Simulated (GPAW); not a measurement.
# KCl (Sylvite) (Fm-3m) in GPAW: a series of runs

The runs below take KCl (Sylvite) through equation of state, band structure, with LDA, PBEsol, r2SCAN.

Everything below comes from runs of GPAW 26.7.0. Logs are shortened: lines on timing, memory, paths and dates and some standing lists are left out, and cuts for length are marked. The log counts tension as positive stress, the text compression.

**Experimental background.**

From a printed reference work, monograph, for a bulk crystal of KCl: band gap 8.68 eV.

The runs below are set against these values where they give the same quantity.

## 1. Starting point

It takes space group Fm-3m (No. 225, cubic). The conventional cell has a = 6.293 Å, b = 6.293 Å, c = 6.293 Å, α = 90.00°, β = 90.00°, γ = 90.00°. K (site symmetry m-3m) has 6 Cl at 3.15 Å as nearest neighbours. Around Cl (site symmetry m-3m) lie 6 K at 3.15 Å.

## 2. Equation of state, LDA

File run.py:

```python
from ase import Atoms
from ase.eos import EquationOfState
from ase.io import Trajectory
from ase.units import GPa
from gpaw import GPAW, PW

atoms = Atoms(['K', 'Cl'],
              cell=[[0.0, 3.14647, 3.14647],
                    [3.14647, 0.0, 3.14647],
                    [3.14647, 3.14647, 0.0]],
              scaled_positions=[[0.0, 0.0, 0.0],
                                [0.5, 0.5, 0.5]],
              pbc=True)

traj = Trajectory('eos.traj', 'w')
volumes, energies = [], []
for x in [0.94, 0.96, 0.98, 1.0, 1.02, 1.04, 1.06]:
    a = atoms.copy()
    a.set_cell(atoms.cell * x**(1 / 3), scale_atoms=True)
    calc = GPAW(mode=PW(600),
                xc='LDA',
                kpts={'size': (7, 7, 7), 'gamma': True},
                occupations={'name': 'fermi-dirac', 'width': 0.05},
                nbands=16,
                convergence={'density': 1e-05, 'energy': 1e-05},
                maxiter=150,
                txt=f'eos-{x:.2f}.txt')
    a.calc = calc
    energies.append(a.get_potential_energy(force_consistent=True))
    volumes.append(a.get_volume())
    p = -a.get_stress()[:3].mean() / GPa
    calc.write(f'eos-{x:.2f}.gpw')
    traj.write(a)
    print(f'{x:.2f} {volumes[-1]:10.4f} A^3 {energies[-1]:14.6f} eV {p:9.3f} GPa', flush=True)

v0, e0, B = EquationOfState(volumes, energies, eos='birchmurnaghan').fit()
print(f'V0 = {v0:.4f} A^3, E0 = {e0:.6f} eV, B0 = {B / GPa:.2f} GPa')
```

Potentials or basis: the program's PAW data sets (release 1.2.1) made for this functional, pw.

Run with:

```console
OMP_NUM_THREADS=1 python run.py
```

The program printed:

```text
__  _  _
 | _ |_)|_||  |
 |__||  | ||/\| - 26.7.0

Input parameters:
  mode=PW(ecut=600.0),
  convergence={'density': 1e-05, 'energy': 1e-05},
  kpts=MonkhorstPack(size=(7, 7, 7), gamma=True),
  maxiter=150,
  nbands=16,
  occupations=Occupations(name='fermi-dirac', width=0.05),
  xc=XC(name='LDA')

Diagonalizing LCAO Hamiltonian
Converting LCAO to pw mode

                Cl

       K

Atoms  # Å, Bohr magnetons
|   | symbol |        x |        y |        z |    initial magnetic moments |
|---|--------|----------|----------|----------|-----------------------------|
| 0 |      K | 0.000000 | 0.000000 | 0.000000 | ( 0.0000,  0.0000,  0.0000) |
| 1 |     Cl | 3.082238 | 3.082238 | 3.082238 | ( 0.0000,  0.0000,  0.0000) |

Unit cell  # Å
| periodic |        x |        y |        z |  lengths |    angles |
|----------|----------|----------|----------|----------|-----------|
|      yes | 0.000000 | 3.082238 | 3.082238 | 4.358943 | 60.000000 |
|      yes | 3.082238 | 0.000000 | 3.082238 | 4.358943 | 60.000000 |
|      yes | 3.082238 | 3.082238 | 0.000000 | 4.358943 | 60.000000 |

Number of symmetries: 48
Symmetry operations  # r_c * U_cc + t_c -> r_c
|    | kind |            matrix            |
|----|------|------------------------------|
|  0 |  σ   |  1, 0, 0,  1, 0,-1,  1,-1, 0 |
|  1 |  C2  |  1, 0, 0,  1,-1, 0,  1, 0,-1 |
|  2 |  E   |  1, 0, 0,  0, 1, 0,  0, 0, 1 |
|  3 |  σ   |  1, 0, 0,  0, 0, 1,  0, 1, 0 |
|  4 |  C4  |  1, 0,-1,  1, 0, 0,  1,-1, 0 |
|  5 |  S6  |  1, 0,-1,  1,-1, 0,  1, 0, 0 |
|  6 |  σ   |  1, 0,-1,  0, 1,-1,  0, 0,-1 |
|  7 |  C3  |  1, 0,-1,  0, 0,-1,  0, 1,-1 |
|  8 |  S6  |  1,-1, 0,  1, 0, 0,  1, 0,-1 |
|  9 |  C4  |  1,-1, 0,  1, 0,-1,  1, 0, 0 |
| 10 |  C3  |  1,-1, 0,  0,-1, 1,  0,-1, 0 |
| 11 |  σ   |  1,-1, 0,  0,-1, 0,  0,-1, 1 |
| 12 |  σ   |  0, 1, 0,  1, 0, 0,  0, 0, 1 |
| 13 |  C4  |  0, 1, 0,  0, 1,-1, -1, 1, 0 |
| 14 |  C3  |  0, 1, 0,  0, 0, 1,  1, 0, 0 |
| 15 |  S6  |  0, 1, 0, -1, 1, 0,  0, 1,-1 |
| 16 |  C2  |  0, 1,-1,  1, 0,-1,  0, 0,-1 |
| 17 |  σ   |  0, 1,-1,  0, 1, 0, -1, 1, 0 |
| 18 |  S4  |  0, 1,-1,  0, 0,-1,  1, 0,-1 |
| 19 |  C4  |  0, 1,-1, -1, 1, 0,  0, 1, 0 |
| 20 |  C3  |  0, 0, 1,  1, 0, 0,  0, 1, 0 |
| 21 |  σ   |  0, 0, 1,  0, 1, 0,  1, 0, 0 |
| 22 |  S6  |  0, 0, 1,  0,-1, 1, -1, 0, 1 |
| 23 |  C4  |  0, 0, 1, -1, 0, 1,  0,-1, 1 |
| 24 |  S4  |  0, 0,-1,  1, 0,-1,  0, 1,-1 |
| 25 |  C3  |  0, 0,-1,  0, 1,-1,  1, 0,-1 |
| 26 |  C2  |  0, 0,-1,  0,-1, 0, -1, 0, 0 |
| 27 |  S6  |  0, 0,-1, -1, 0, 0,  0,-1, 0 |
| 28 |  S4  |  0,-1, 1,  1,-1, 0,  0,-1, 0 |
| 29 |  C4  |  0,-1, 1,  0, 0, 1, -1, 0, 1 |
| 30 |  C2  |  0,-1, 1,  0,-1, 0,  1,-1, 0 |
| 31 |  σ   |  0,-1, 1, -1, 0, 1,  0, 0, 1 |
| 32 |  C3  |  0,-1, 0,  1,-1, 0,  0,-1, 1 |
| 33 |  S6  |  0,-1, 0,  0, 0,-1, -1, 0, 0 |
| 34 |  S4  |  0,-1, 0,  0,-1, 1,  1,-1, 0 |
| 35 |  C2  |  0,-1, 0, -1, 0, 0,  0, 0,-1 |
| 36 |  C2  | -1, 1, 0,  0, 1, 0,  0, 1,-1 |
| 37 |  S6  | -1, 1, 0,  0, 1,-1,  0, 1, 0 |
| 38 |  S4  | -1, 1, 0, -1, 0, 1, -1, 0, 0 |
| 39 |  C3  | -1, 1, 0, -1, 0, 0, -1, 0, 1 |
| 40 |  S6  | -1, 0, 1,  0, 0, 1,  0,-1, 1 |
| 41 |  C2  | -1, 0, 1,  0,-1, 1,  0, 0, 1 |
| 42 |  C3  | -1, 0, 1, -1, 1, 0, -1, 0, 0 |
| 43 |  S4  | -1, 0, 1, -1, 0, 0, -1, 1, 0 |
| 44 |  C2  | -1, 0, 0,  0, 0,-1,  0,-1, 0 |
| 45 |  i   | -1, 0, 0,  0,-1, 0,  0, 0,-1 |
| 46 |  σ   | -1, 0, 0, -1, 1, 0, -1, 0, 1 |
| 47 |  C2  | -1, 0, 0, -1, 0, 1, -1, 1, 0 |

BZ-sampling:
  Number of BZ points: 343
  Number of IBZ points: 20

  Monkhorst-Pack size: [7, 7, 7]
  Monkhorst-Pack shift: [0, 0, 0]

K-points  # in reciprocal-cell coordinates
|     |                                coordinates |     weight |
|-----|--------------------------------------------|------------|
|   0 | (  0.00000000,   0.00000000,   0.00000000) | 0.00291545 |
|   1 | (  0.14285714,   0.14285714,   0.00000000) | 0.01749271 |
|   2 | (  0.14285714,   0.14285714,   0.14285714) | 0.02332362 |
|   3 | (  0.28571429,   0.14285714,   0.14285714) | 0.03498542 |
|   4 | (  0.28571429,   0.28571429,   0.00000000) | 0.01749271 |
|   5 | (  0.28571429,   0.28571429,   0.14285714) | 0.06997085 |
|   6 | (  0.28571429,   0.28571429,   0.28571429) | 0.02332362 |
|   7 | (  0.42857143,  -0.28571429,  -0.28571429) | 0.03498542 |
|   8 | (  0.42857143,   0.28571429,  -0.42857143) | 0.13994169 |
|   9 | (  0.42857143,   0.28571429,  -0.28571429) | 0.06997085 |
| ... |                                            |            |
|  19 | (  0.42857143,   0.42857143,   0.42857143) | 0.02332362 |

Plane wave coefficients: 1968
Cutoff: 600.0 eV

Spin-components: 1 (collinear spins)
Bands:           16
Projectors:      10
Spin-degeneracy: 2
Datatype:        complex128

Parallelization:
  kpt:    1
  domain: 1
  band:   1

Density:
  Valence electrons: 16.0
  Components: 1
  Grid points: [25 25 25]
  Charge: 0.0  # |e|

Potential:
  Grid points: [25 25 25]

species:
  K:
    name:    Potassium
    Z:       19.0
    valence: 9
    core:    10
    charge:  0.0  # [|e|]
    compensation charges:
      type: gauss
      rc: 0.35  # [Å]
      lmax: 2
    cutoffs:
      filter: 1.91  # [Å]
      core: 1.27  # [Å]
    projectors
    | kind |    occ | energy [eV] | rcut [Å] |
    |------|--------|-------------|----------|
    |   3s |  2.000 |     -35.177 |    1.122 |
    |   4s |  1.000 |      -2.428 |    1.122 |
    |   3p |  6.000 |     -18.839 |    1.106 |
    |    p |        |       8.373 |    1.106 |
    |    d |        |       0.000 |    0.937 |

    Using partial waves for K as LCAO basis

  Cl:
    name:    Chlorine
    Z:       17.0
    valence: 7
    core:    10
    charge:  0.0  # [|e|]
    compensation charges:
      type: gauss
      rc: 0.25  # [Å]
      lmax: 2
    cutoffs:
      filter: 1.40  # [Å]
      core: 1.49  # [Å]
    projectors
    | kind |    occ | energy [eV] | rcut [Å] |
    |------|--------|-------------|----------|
    |   3s |  2.000 |     -20.688 |    0.794 |
    |   3p |  5.000 |      -8.701 |    0.794 |
    |    s |        |       6.523 |    0.794 |
    |    p |        |      18.511 |    0.794 |
    |    d |        |       0.000 |    0.794 |

    Using partial waves for Cl as LCAO basis

Reference energy: -28859.799619  # eV

eigensolver:
  PPCG
  Converge bands: occupied
  niter=2

density mixing:
  MSR1-Mixer
  Pratt-step length: 0.05
  Maximum mixing coefficient: 0.75
  Old densities: 10
  SVD Regularization: 0.005
  Good broyden scale: 1.0
  Trust region scale: 1.0
  Backstep threshold: 4.0
  History deletion threshold: 6.0
  Fourier metric: weight=20.0, sigma=0.015

occupation numbers:
  Fermi-Dirac:
    width: 0.0500  # eV

poisson solver:
  ecut: 4800.0  # eV

xc functional:
  name: None

convergence criteria:
[... 6 lines left out ...]
|iter     | |      energy | eigst |  dens |
|---------|-|-------------|-------|-------|
|iter:   1| |   -7.797071 | -0.20 |       |
|iter:   2| |   -7.764632 | -2.38 | -1.32 |
|iter:   3| |   -7.617063 | -2.02 | -1.36 |
|iter:   4| |   -7.613968 | -3.30 | -1.74 |
|iter:   5| |   -7.614023 | -4.43 | -2.14 |
|iter:   6| |   -7.614053c| -5.84 | -2.85 |
|iter:   7| |   -7.614054c| -7.25 | -3.60 |
|iter:   8| |   -7.614054c| -8.27c| -4.22 |
|iter:   9| |   -7.614054c| -9.27c| -5.60c|

Converged in 9 steps
Energy contributions relative to reference atoms: (reference = -28859.799619)

Energy contributions:
  Kinetic:           2.407004
  Coulomb:          -1.928098
  Zero:             -0.635635
  External:          0.000000
  Xc:               -7.457325
  Entropy:          -0.000000
  Spinorbit:         0.000000
  ----------------------------
  Free energy:      -7.614054
  Extrapolated:     -7.614054

dipole moment: (-22.392653, -22.392653, -22.392653)  # |e|*Ang

Fermi level: 1.829
Eigenvalues  # (at kpt = [0.000, 0.000, 0.000])
| band index |      eig [eV] | occ [0-2] |
|------------|---------------|-----------|
|          0 |       -26.952 |     2.000 |
|          1 |       -12.360 |     2.000 |
|          2 |       -10.649 |     2.000 |
|          3 |       -10.649 |     2.000 |
|          4 |       -10.649 |     2.000 |
|          5 |        -0.237 |     2.000 |
[... 8 lines left out ...]
|         14 |        12.437 |     0.000 |
|         15 |        16.077 |     0.000 |

Gap: 4.958 eV
Transition (v -> c):
  (s=0, k=0, n=7, [0.00, 0.00, 0.00]) -> (s=0, k=0, n=8, [0.00, 0.00, 0.00])
No difference between direct/indirect transitions

Stress tensor  # eV/Ang^3
|         x |         y |         z |
|-----------|-----------|-----------|
|  0.006358 | -0.000000 | -0.000000 |
| -0.000000 |  0.006358 | -0.000000 |
| -0.000000 | -0.000000 |  0.006358 |

# Writing to eos-0.94.gpw (mode='')
```

It took 68 s on 1 thread of Arm Neoverse V2, shared host; peak memory 0.22 GiB.

What came out:

| Quantity | Value |
| --- | --- |
| Equilibrium volume | 28.05 Å³/atom (rough: see the caveat) |
| Bulk modulus | 24 GPa (rough) |

Energy against volume, from the lowest point:
| volume (Å³/atom) | energy (meV/atom) |
| --- | --- |
| 29.282 | 0.00 |
| 29.905 | 4.42 |
| 30.528 | 10.28 |
| 31.151 | 17.33 |
| 31.774 | 25.47 |
| 32.397 | 34.54 |
| 33.020 | 44.41 |

Caveat: the minimum lies outside the volumes run.

## 3. Band structure, PBEsol

File run.py:

```python
from ase import Atoms
from ase.dft.bandgap import bandgap
from ase.io import write
from ase.units import GPa
from gpaw import GPAW, PW, setup_paths

setup_paths.insert(0, '.')

atoms = Atoms(['K', 'Cl'],
              cell=[[0.0, 3.14647, 3.14647],
                    [3.14647, 0.0, 3.14647],
                    [3.14647, 3.14647, 0.0]],
              scaled_positions=[[0.0, 0.0, 0.0],
                                [0.5, 0.5, 0.5]],
              pbc=True)

calc = GPAW(mode=PW(600),
            xc='PBEsol',
            kpts={'size': (7, 7, 7), 'gamma': True},
            occupations={'name': 'fermi-dirac', 'width': 0.05},
            nbands=16,
            convergence={'density': 1e-05, 'energy': 1e-05},
            maxiter=150,
            txt='gpaw.txt')
atoms.calc = calc
energy = atoms.get_potential_energy()
forces = atoms.get_forces()
stress = atoms.get_stress()
calc.write('gs.gpw')
write('result.traj', atoms)
print(f'Energy: {energy:.6f} eV')
print('Forces (eV/A):')
print(forces.round(4))
print('Stress (GPa):', (stress / GPa).round(3))
print('Fermi level:', round(calc.get_fermi_level(), 4), 'eV')
print(f'Gap: {bandgap(calc)[0]:.4f} eV, direct: {bandgap(calc, direct=True)[0]:.4f} eV')

path = atoms.cell.bandpath('GXWKGLUWLK,UX', npoints=80, eps=1e-4)
bs_calc = calc.fixed_density(kpts=path, symmetry='off', nbands=29,
                             convergence={'bands': 'CBM+6.0', 'eigenstates': 1e-6}, txt='bands.txt')
bs = bs_calc.band_structure()
bs.write('bs.json')
print(f'Gap on the path: {bandgap(bs_calc)[0]:.4f} eV')
```

Potentials or basis: PAW data sets generated in the run's folder for this functional, pw.

Run with:

```console
gpaw-setup -f PBEsol Cl K
OMP_NUM_THREADS=1 python run.py
```

Run time: 60 s. Hardware: 1 thread of Arm Neoverse V2, shared host; peak memory 0.29 GiB.

Results (log left out):

```yaml
Free_energy: -7.1893 eV
Pressure: -0.5 GPa
Band_gap_on_the_k_mesh: 5.03 eV, direct
Band_gap_along_the_path: 5.03 eV, direct
```

Levels at the corners of the path, in eV from the valence-band top:
```
point  band 5  band 6  band 7  band 8  band 9  band 10  band 11  band 12
    Γ  -10.58    0.00    0.00    0.00    5.03     8.27     8.27     8.27
    X  -10.64   -0.68   -0.23   -0.23    6.40     8.22     9.89    10.10
    W  -10.49   -0.50   -0.49   -0.49    7.90     7.90     9.34     9.75
    K  -10.53   -0.58   -0.56   -0.30    7.14     8.93     9.19     9.97
    Γ  -10.58    0.00    0.00    0.00    5.03     8.27     8.27     8.27
    L  -10.34   -1.08   -0.33   -0.33    7.41     8.48    10.42    10.42
    U  -10.53   -0.58   -0.56   -0.30    7.14     8.93     9.19     9.97
    W  -10.49   -0.50   -0.49   -0.49    7.90     7.90     9.34     9.75
    L  -10.34   -1.08   -0.33   -0.33    7.41     8.48    10.42    10.42
    K  -10.53   -0.58   -0.56   -0.30    7.14     8.93     9.19     9.97
    U  -10.53   -0.58   -0.56   -0.30    7.14     8.93     9.19     9.97
    X  -10.64   -0.68   -0.23   -0.23    6.40     8.22     9.89    10.10
```

[end of part 1 of 2]
